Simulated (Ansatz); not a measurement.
**CaS: how the settings move a single-point run**

Question: which choices in the input matter for CaS?

Program: Ansatz 0.2.0. Level of theory: reference: DFT, HSE06, plane waves, PAW. These are calculated values, not measurements.

**1. The structure to begin with**

The structure is cubic, space group Fm-3m (No. 225). Conventional cell: a = 5.696 Å, b = 5.696 Å, c = 5.696 Å, α = 90.00°, β = 90.00°, γ = 90.00°. Around Ca (site symmetry m-3m) lie 6 S at 2.85 Å. S (site symmetry m-3m) has 6 Ca at 2.85 Å as nearest neighbours.

Structure file:

```
CELL_PARAMETERS angstrom
0.00000 2.84795 2.84795
2.84795 0.00000 2.84795
2.84795 2.84795 0.00000
ATOMIC_POSITIONS crystal
Ca 0.00000 0.00000 0.00000
S 0.50000 0.50000 0.50000
```

**2. Baseline**

Input file input.yaml:

```yaml
crystal:
  lattice:
    - [0.0, 2.8479451031, 2.8479451031]
    - [2.8479451031, 0.0, 2.8479451031]
    - [2.8479451031, 2.8479451031, 0.0]
  atoms:
    - { symbol: Ca, position: [0.0, 0.0, 0.0] }
    - { symbol: S, position: [0.5, 0.5, 0.5] }
kpoints:
  mp_grid: { grid: [4, 4, 4] }
hamiltonian:
  xc: hse06
scf:
  occupations: { method: fixed }
  n_extra_bands: 4
output:
  forces: true
  stress: true
  eigenvalues: true
```

Command:

```sh
$ ansatz run input.yaml --threads 4 --pin off --max-ram 3686MiB --backend cpu --events-out ev --progress --plain --runs-dir out
```

**3. Changing settings: mp_grid.grid [6, 6, 6], xc pbe**

Changes to input.yaml since step 2:

```diff
@@ -9,5 +9,5 @@
 kpoints:
-  mp_grid: { grid: [4, 4, 4] }
+  mp_grid: { grid: [6, 6, 6] }
 hamiltonian:
-  xc: hse06
+  xc: pbe
 scf:
```

**4. Changing settings: exchange pbe, correlation pbe, coeff 0.05, omega 0.5**

Changes to input.yaml since step 2:

```diff
@@ -11,3 +11,3 @@
 hamiltonian:
-  xc: hse06
+  xc: { exchange: pbe, correlation: pbe, exx: { coeff: 0.05, omega: 0.5 } }
 scf:
```

**5. Variant: exchange pbe, correlation pbe, coeff 0.05**

Changes to input.yaml since step 2:

```diff
@@ -11,3 +11,3 @@
 hamiltonian:
-  xc: hse06
+  xc: { exchange: pbe, correlation: pbe, exx: { coeff: 0.05 } }
 scf:
```

**6. Changing settings: exchange pbe, correlation pbe, coeff 0.5**

Changes to input.yaml since step 2:

```diff
@@ -11,3 +11,3 @@
 hamiltonian:
-  xc: hse06
+  xc: { exchange: pbe, correlation: pbe, exx: { coeff: 0.5 } }
 scf:
```

**7. Changed: exchange pbe, correlation pbe, coeff 0.5, omega 0.2078**

Changes to input.yaml since step 2:

```diff
@@ -11,3 +11,6 @@
 hamiltonian:
-  xc: hse06
+  xc:
+    exchange: pbe
+    correlation: pbe
+    exx: { coeff: 0.5, omega: 0.2078 }
 scf:
```

**8. Changing settings: xc_grid 1**

Changes to input.yaml since step 2:

```diff
@@ -19 +19,3 @@
   eigenvalues: true
+basis:
+  xc_grid: 1
```

**Question.** What will these runs give? Wanted: for each run, ending; energy change; pressure; gap; force.

As calculated:

| run | ending | energy change | pressure (GPa) | gap (eV) | force (eV/Å) | cycles | time |
| --- | --- | --- | --- | --- | --- | --- | --- |
| reference | converged | 0 | 0.2 | 3.41 | 0.00 | 12 | 7.1 s |
| 1: mp_grid.grid [6, 6, 6], xc pbe | converged | not comparable | 0.5 | 2.36 | 0.00 | 6 | 0.77 s |
| 2: exchange pbe, correlation pbe, coeff 0.05, omega 0.5 | converged | not comparable | 0.5 | 2.46 | 0.00 | 9 | 7.3 s |
| 3: exchange pbe, correlation pbe, coeff 0.05 | converged | not comparable | 0.5 | 2.70 | 0.00 | 9 | 6.9 s |
| 4: exchange pbe, correlation pbe, coeff 0.5 | converged | not comparable | -0.4 | 5.94 | 0.00 | 16 | 8.2 s |
| 5: exchange pbe, correlation pbe, coeff 0.5, omega 0.2078 | converged | not comparable | -0.3 | 4.51 | 0.00 | 15 | 8.2 s |
| 6: xc_grid 1 | converged | 0.0 meV/atom | 0.2 | 3.41 | 0.00 | 12 | 7.2 s |

Residual by cycle in the longest SCF loop of each run; runs are numbered as in the table. The quantity is the density residual dr2, in eV.

| cycle | reference | run 1 | run 2 | run 3 | run 4 | run 5 | run 6 |
| --- | --- | --- | --- | --- | --- | --- | --- |
| 1 | 0.0119 | 3.6e-5 | 4.3e-4 | 8.6e-4 | 0.0251 | 0.0283 | 0.0119 |
| 2 | 0.00125 | 5.9e-5 | 4.2e-5 | 7.4e-5 | 0.00843 | 0.00614 | 0.00125 |
| 3 | 4.7e-4 | 1.5e-6 | 7.9e-6 | 1.6e-5 | 0.00264 | 0.00196 | 4.7e-4 |
| 4 | 3.6e-5 | 5.3e-7 | 9.3e-7 | 2.0e-6 | 5.5e-4 | 2.8e-4 | 3.6e-5 |
| 5 | 8.8e-6 | 8.0e-8 | 1.0e-8 | 5.4e-8 | 2.0e-4 | 1.1e-4 | 8.8e-6 |
| 6 | 1.1e-5 | 6.6e-9 | - | - | 5.9e-5 | 1.1e-5 | 1.1e-5 |
| 7 | 1.4e-7 | - | - | - | 1.8e-5 | - | 1.4e-7 |

**Reading.** «xc_grid 1» leaves the energy as it was. Of the variants the dearest is «exchange pbe, correlation pbe, coeff 0.5» (8.2 s), the cheapest «mp_grid.grid [6, 6, 6], xc pbe» (0.77 s), on a shared host.
